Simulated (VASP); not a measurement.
# CaO (Lime) (Fm-3m) in VASP: notebook

One crystal, CaO (Lime), is run at these levels: PBEsol; tasks: relaxation of the atoms.

Program: VASP 6.6.1. These are calculated values, not measurements. Logs are shortened: lines on timing, memory, paths and dates and some standing lists are left out, and cuts for length are marked.

## (1) The crystal as given

Symmetry: Fm-3m, No. 225, cubic system. Conventional cell: a = 4.775 Å, b = 4.775 Å, c = 4.775 Å, α = 90.00°, β = 90.00°, γ = 90.00°. Around Ca (site symmetry m-3m) lie 6 O at 2.39 Å. O (site symmetry m-3m) has 6 Ca at 2.39 Å as nearest neighbours.

## (2) Relaxation of the atoms, PBEsol

Contents of INCAR:

```
ALGO     = Fast           # electronic algorithm
EDIFF    = 1E-7           # SCF threshold, eV
EDIFFG   = -0.01          # ionic threshold
ENCUT    = 600            # plane-wave cutoff, eV
GGA      = PS             # functional
IBRION   = 2              # ionic algorithm
ISIF     = 2              # what is computed and relaxed
ISMEAR   = 0              # smearing method
LASPH    = T              # aspherical terms in the spheres
LCHARG   = F              # write CHGCAR
LREAL    = F              # projectors in reciprocal space
LWAVE    = F              # write WAVECAR
NELM     = 80             # most SCF steps
NSW      = 40             # ionic steps
PREC     = Accurate       # precision mode
SIGMA    = 0.03           # smearing width, eV
```

Contents of KPOINTS:

```
k-points
0
Gamma
  10 10 10
```

Contents of POSCAR:

```
CaO                                     
1.0
    0.0000000000      2.3873311535      2.3873311535
    2.3873311535      0.0000000000      2.3873311535
    2.3873311535      2.3873311535      0.0000000000
  Ca              O             
     1     1
Direct
     0.0000000000000000    0.0000000000000000    0.0000000000000000
     0.5000000000000000    0.5000000000000000    0.5000000000000000
```

Potentials or basis: VASP PAW PBE potentials, release 64 (Ca_sv, O).

Run with:

```console
$ cat potpaw_PBE.64/Ca_sv/POTCAR potpaw_PBE.64/O/POTCAR > POTCAR
$ mpirun -np 1 vasp_std > vasp.out
```

OUTCAR:

```text
EDIFF = 1E-7
   EDIFFG = -0.01
   ENCUT = 600
   GGA = PS
   IBRION = 2
   ISIF = 2
   ISMEAR = 0
   LASPH = T
   LREAL = F
   NELM = 80
   NSW = 40
   PREC = Accurate

 ion  position               nearest neighbor table
   1  0.000  0.000  0.000-   2 2.39   2 2.39   2 2.39   2 2.39   2 2.39   2 2.39
   2  0.500  0.500  0.500-   1 2.39   1 2.39   1 2.39   1 2.39   1 2.39   1 2.39

  LATTYP: Found a face centered cubic cell.
 ALAT       =     4.7746623070

  Lattice vectors:

 A1 = (   0.0000000000,   2.3873311535,   2.3873311535)
 A2 = (   2.3873311535,   0.0000000000,   2.3873311535)
 A3 = (   2.3873311535,   2.3873311535,   0.0000000000)

Analysis of symmetry for initial positions (statically):
=====================================================================
 Subroutine PRICEL returns:
 Original cell was already a primitive cell.

 Routine SETGRP: Setting up the symmetry group for a
 face centered cubic supercell.

 Subroutine GETGRP returns: Found 48 space group operations
 (whereof 48 operations were pure point group operations)
 out of a pool of 48 trial point group operations.

The static configuration has the point symmetry O_h .

Analysis of symmetry for dynamics (positions and initial velocities):
=====================================================================
 Subroutine PRICEL returns:
 Original cell was already a primitive cell.

 Routine SETGRP: Setting up the symmetry group for a
 face centered cubic supercell.

 Subroutine GETGRP returns: Found 48 space group operations
 (whereof 48 operations were pure point group operations)
 out of a pool of 48 trial point group operations.

The dynamic configuration has the point symmetry O_h .

 Subroutine INISYM returns: Found 48 space group operations
 (whereof 48 operations are pure point group operations),
 and found     1 'primitive' translations

----------------------------------------------------------------------------------------

                                     Primitive cell

  volume of cell :      27.2125

  direct lattice vectors                    reciprocal lattice vectors
     0.000000000  2.387331153  2.387331153    -0.209438896  0.209438896  0.209438896
     2.387331153  0.000000000  2.387331153     0.209438896 -0.209438896  0.209438896
     2.387331153  2.387331153  0.000000000     0.209438896  0.209438896 -0.209438896

  length of vectors
     3.376196095  3.376196095  3.376196095     0.362758808  0.362758808  0.362758808

  position of ions in fractional coordinates (direct lattice)
     0.000000000  0.000000000  0.000000000
     0.500000000  0.500000000  0.500000000

  ion indices of the primitive-cell ions
   primitive index   ion index
                 1           1
                 2           2

----------------------------------------------------------------------------------------

 KPOINTS: k-points

Automatic generation of k-mesh.
 Grid dimensions read from file:
 generate k-points for:   10   10   10

 Generating k-lattice:

  Cartesian coordinates                     Fractional coordinates (reciprocal lattice)
    -0.020943890  0.020943890  0.020943890     0.100000000  0.000000000  0.000000000
     0.020943890 -0.020943890  0.020943890     0.000000000  0.100000000  0.000000000
     0.020943890  0.020943890 -0.020943890     0.000000000  0.000000000  0.100000000

  Length of vectors
     0.036275881  0.036275881  0.036275881

  Shift w.r.t. Gamma in fractional coordinates (k-lattice)
     0.000000000  0.000000000  0.000000000

 Subroutine IBZKPT returns following result:
 ===========================================

 Found     47 irreducible k-points:

 Following reciprocal coordinates:
            Coordinates               Weight
  0.000000  0.000000  0.000000      1.000000
  0.100000  0.000000  0.000000      8.000000
  0.200000  0.000000  0.000000      8.000000
  0.300000  0.000000  0.000000      8.000000
  0.400000  0.000000  0.000000      8.000000
  0.500000  0.000000  0.000000      4.000000
[... 16 lines left out ...]
  0.300000  0.300000  0.000000      6.000000
  0.400000  0.300000  0.000000     24.000000
 [... further k-points ...]
   k-points           NKPTS =     47   k-points in BZ     NKDIM =     47   number of bands    NBANDS=     12
   number of dos      NEDOS =    301   number of ions     NIONS =      2
   total plane-waves  NPLWV =  21952
   dimension x,y,z NGX =    28 NGY =   28 NGZ =   28
   dimension x,y,z NGXF=    56 NGYF=   56 NGZF=   56
   ions per type =               1   1
   NGX,Y,Z   is equivalent  to a cutoff of  13.79, 13.79, 13.79 a.u.
   NGXF,Y,Z  is equivalent  to a cutoff of  27.57, 27.57, 27.57 a.u.
 SYSTEM =  unknown system
   PREC   = accura    normal or accurate (medium, high low for compatibility)
   ISTART =      0    job   : 0-new  1-cont  2-samecut
   ICHARG =      2    charge: 1-file 2-atom 10-const
   ISPIN  =      1    spin polarized calculation?
   LNONCOLLINEAR =      F non collinear calculations
   LSORBIT =      F    spin-orbit coupling
   LASPH  =      T    aspherical Exc in radial PAW
   ENCUT  =  600.0 eV  44.10 Ry    6.64 a.u.   6.74  6.74  6.74*2*pi/ulx,y,z
   NELM   =     80;   NELMIN=  2; NELMDL= -5     # of ELM steps
   EDIFF  = 0.1E-06   stopping-criterion for ELM
   LREAL  =      F    real-space projection
   EDIFFG = -.1E-01   stopping-criterion for IOM
   NSW    =     40    number of steps for IOM
   IBRION =      2    ionic relax: 0-MD 1-quasi-New 2-CG
   NFREE  =      1    steps in history (QN), initial steepest desc. (CG)
   ISIF   =      2    stress and relaxation
   ISYM   =      2    0-nonsym 1-usesym 2-fastsym
   POTIM  = 0.5000    time-step for ionic-motion
   TEBEG  =    0.0;   TEEND  =   0.0 temperature during run
   PSTRESS=    0.0 pullay stress
   NELECT =      16.0000    total number of electrons
   NUPDOWN=      -1.0000    fix difference up-down
   EMIN   =  10.00;   EMAX   =-10.00  energy-range for DOS
   EFERMI =   0.00;   METHOD = LEGACY
   ISMEAR =     0;   SIGMA  =   0.03  broadening in eV -4-tet -1-fermi 0-gaus
   EFERMI_NEDOS =   21; number of points for ismear=-14 and -15
   IALGO  =     68    algorithm
   IMIX   =      4    mixing-type and parameters
     AMIX     =   0.40;   BMIX     =  1.00
     AMIX_MAG =   1.60;   BMIX_MAG =  1.00
  volume/ion in A,a.u.               =      13.61        91.82
  Fermi-wavevector in a.u.,A,eV,Ry     =   1.371488  2.591737 25.592295  1.880981
  Thomas-Fermi vector in A             =   2.497181
   LORBIT       =      0    0 simple, 1 ext, 2 COOP (PROOUT), +10 PAW based schemes
   GGA     = PS    functional components
   LHFCALC =     F    Hartree Fock is set to
   AEXX    =    0.0000 exact exchange contribution
   IVDW    =     0    specifies the selected vdW correction
   LEPSILON=     F    determine dielectric tensor
   LRPA    =     F    only Hartree local field effects (RPA)
 conjugate gradient relaxation of ions
 non-spin polarized calculation
 RMM-DIIS sequential band-by-band and
 Gauss-broadening in eV      SIGMA  =   0.03
  energy-cutoff  :      600.00
  volume of cell :       27.21
 maximum number of plane-waves:       934
   NGX = 13   NGY = 13   NGZ = 13

 number of electron      15.9999997 magnetization

 Free energy of the ion-electron system (eV)
  ---------------------------------------------------
  ext. energy  EPLUGINS =         0.00000000
  ---------------------------------------------------
  free energy    TOTEN  =       -13.41364390 eV

  energy without entropy =      -13.41364390  energy(sigma->0) =      -13.41364390

 E-fermi :   2.5613     XC(G=0): -10.8351

 val. band max:        2.3068663080   @ k =   0.0000   0.0000   0.0000
 cond. band min:       5.8324792858   @ k =   0.5000   0.5000   0.0000
 fundamental gap:      3.5256129779
 Fermi energy:         2.5613158296

 k-point     1 :       0.0000    0.0000    0.0000
  band No.  band energies     occupation
      1     -34.9984      2.00000
      2     -15.8245      2.00000
      3     -15.8245      2.00000
      4     -15.8245      2.00000
      5     -13.1765      2.00000
      6       2.3069      2.00000
      7       2.3069      2.00000
      8       2.3069      2.00000
      9       7.0391      0.00000
     10       8.5472      0.00000
     11       8.5472      0.00000
     12       8.5472      0.00000

 k-point     2 :       0.1000    0.0000    0.0000
  band No.  band energies     occupation
      1     -34.9874      2.00000
      2     -15.9896      2.00000
      3     -15.8301      2.00000
      4     -15.8301      2.00000
      5     -13.0052      2.00000
      6       1.9307      2.00000
      7       2.1599      2.00000
      8       2.1599      2.00000
      9       7.5057      0.00000
     10       8.5083      0.00000
     11       8.7260      0.00000
     12       8.7260      0.00000

 k-point     3 :       0.2000    0.0000    0.0000
  band No.  band energies     occupation
      1     -34.9584      2.00000
      2     -16.3534      2.00000
      3     -15.8448      2.00000
      4     -15.8448      2.00000
      5     -12.6243      2.00000
      6       1.1298      2.00000
      7       1.8090      2.00000
      8       1.8090      2.00000
      9       8.4140      0.00000
     10       8.6768      0.00000
     11       9.2207      0.00000
     12       9.2207      0.00000
[... 286 lines left out ...]
 k-point    23 :       0.3000    0.3000    0.0000
  band No.  band energies     occupation
      1     -34.8987      2.00000
      2     -16.4844      2.00000
      3     -15.9896      2.00000
      4     -15.9896      2.00000
      5     -12.5970      2.00000
      6       0.5117      2.00000
      7       1.9600      2.00000
      8       1.9600      2.00000
      9       6.5623      0.00000
     10       9.4387      0.00000
     11      10.8893      0.00000
     12      11.0139      0.00000

 k-point    24 :       0.4000    0.3000    0.0000
  band No.  band energies     occupation
      1     -34.8760      2.00000
      2     -16.5500      2.00000
      3     -16.0454      2.00000
      4     -16.0148      2.00000
      5     -12.6056      2.00000
      6       0.5852      2.00000
      7       1.7390      2.00000
      8       1.8441      2.00000
      9       6.5296      0.00000
     10      10.0410      0.00000
     11      11.2264      0.00000
     12      11.3530      0.00000

 [... further k-points ...]

------------------------ aborting loop because EDIFF is reached ----------------------------------------

  FORCE on cell =-STRESS in cart. coord.  units (eV):
  Direction    XX          YY          ZZ          XY          YZ          ZX
  --------------------------------------------------------------------------------------
  -------------------------------------------------------------------------------------
  Total        0.0020583      0.0020583      0.0020583      0.0000000      0.0000000     -0.0000000
  in kB        0.1211859      0.1211859      0.1211859      0.0000000      0.0000000     -0.0000000
  external PRESSURE =       0.1211859 kB  Pullay stress =       0.0000000 kB

 VOLUME and BASIS-vectors are now :
 -----------------------------------------------------------------------------
  energy-cutoff  :      600.00
  volume of cell :       27.21
      direct lattice vectors                 reciprocal lattice vectors
     0.000000000  2.387331153  2.387331153    -0.209438896  0.209438896  0.209438896
     2.387331153  0.000000000  2.387331153     0.209438896 -0.209438896  0.209438896
     2.387331153  2.387331153  0.000000000     0.209438896  0.209438896 -0.209438896

 POSITION                                       TOTAL-FORCE (eV/Angst)
 -----------------------------------------------------------------------------------
      0.00000      0.00000      0.00000        -0.000000     -0.000000     -0.000000
      2.38733      2.38733      2.38733         0.000000      0.000000      0.000000
 -----------------------------------------------------------------------------------
    total drift:                                0.000000      0.000000      0.000000

  FREE ENERGIE OF THE ION-ELECTRON SYSTEM (eV)
  ---------------------------------------------------
  free  energy   TOTEN  =       -13.4136439005 eV

  energy  without entropy=      -13.4136439005  energy(sigma->0) =      -13.41364390

 reached required accuracy - stopping structural energy minimisation
```

It took 17 s on 1 thread of Intel Xeon 6975P-C (Granite Rapids), shared host; peak memory 0.16 GiB.

What came out:

| Item | Value |
| --- | --- |
| Free energy | -13.4136 eV |
| Pressure after relaxing | 0.0 GPa |
| Band gap on the k mesh | 3.53 eV, indirect (least direct gap 3.90 eV) |

Final structure:
```xyz
2
Lattice="0.0000 2.3873 2.3873 2.3873 0.0000 2.3873 2.3873 2.3873 0.0000" Properties=species:S:1:pos:R:3 pbc="T T T"
Ca    0.0000    0.0000    0.0000
O     2.3873    2.3873    2.3873
```

Levels at points of the mesh, in eV from the valence-band top:
| k point | band 5 | band 6 | band 7 | band 8 | band 9 | band 10 | band 11 | band 12 |
| --- | --- | --- | --- | --- | --- | --- | --- | --- |
| (0.00, 0.00, 0.00) | -15.48 | 0.00 | 0.00 | 0.00 | 4.73 | 6.24 | 6.24 | 6.24 |
| (0.50, 0.00, 0.00) | -14.16 | -2.74 | -1.26 | -1.26 | 7.13 | 8.48 | 8.49 | 8.49 |
| (0.50, 0.50, 0.00) | -15.24 | -1.31 | -0.37 | -0.37 | 3.53 | 8.19 | 9.04 | 9.80 |

Caveat: the relaxation stopped at its first step, so nothing moved; the PAW data sets were made with another functional, which shifts forces and pressure a little.

## (3) Relaxation of the atoms, PBEsol (a relaxed cell with its volume scaled by 1.02)

INCAR is that of step 2.

KPOINTS is that of step 2.

Contents of POSCAR:

```
CaO                                     
1.0
    0.0000000000      2.4031417544      2.4031417544
    2.4031417544      0.0000000000      2.4031417544
    2.4031417544      2.4031417544      0.0000000000
  Ca              O             
     1     1
Direct
     0.0000000000000000    0.0000000000000000    0.0000000000000000
     0.5000000000000000    0.5000000000000000    0.5000000000000000
```

Potentials or basis: VASP PAW PBE potentials, release 64 (Ca_sv, O).

Run with:

```console
$ cat potpaw_PBE.64/Ca_sv/POTCAR potpaw_PBE.64/O/POTCAR > POTCAR
$ mpirun -np 1 vasp_std > vasp.out
```

Wall time 16 s (1 thread of Intel Xeon 6975P-C (Granite Rapids), shared host); peak memory 0.16 GiB.

Results (log left out):

```yaml
Free_energy: -13.4107 eV
Pressure_after_relaxing: -2.2 GPa
Band_gap_on_the_k_mesh: 3.54 eV, indirect (least direct gap 3.91 eV)
```

Final structure:
```
Ca O
1.0
     0.00000    2.40314    2.40314
     2.40314    0.00000    2.40314
     2.40314    2.40314    0.00000
Ca O
1 1
Direct
  0.00000 0.00000 0.00000
  0.50000 0.50000 0.50000
```

Levels at points of the mesh, in eV from the valence-band top:
```
           k point  band 4  band 5  band 6  band 7  band 8  band 9  band 10  band 11  band 12
(0.00, 0.00, 0.00)  -18.23  -15.44    0.00    0.00    0.00    4.57     6.19     6.19     6.19
(0.50, 0.00, 0.00)  -18.28  -14.20   -2.69   -1.22   -1.22    7.04     8.33     8.38     8.38
(0.50, 0.50, 0.00)  -18.46  -15.20   -1.32   -0.38   -0.38    3.54     8.05     8.93     9.63
```

Caveat: the relaxation stopped at its first step, so nothing moved; the PAW data sets were made with another functional, which shifts forces and pressure a little. A k mesh can miss the band edges.

(Continued in part 2 of 2.)
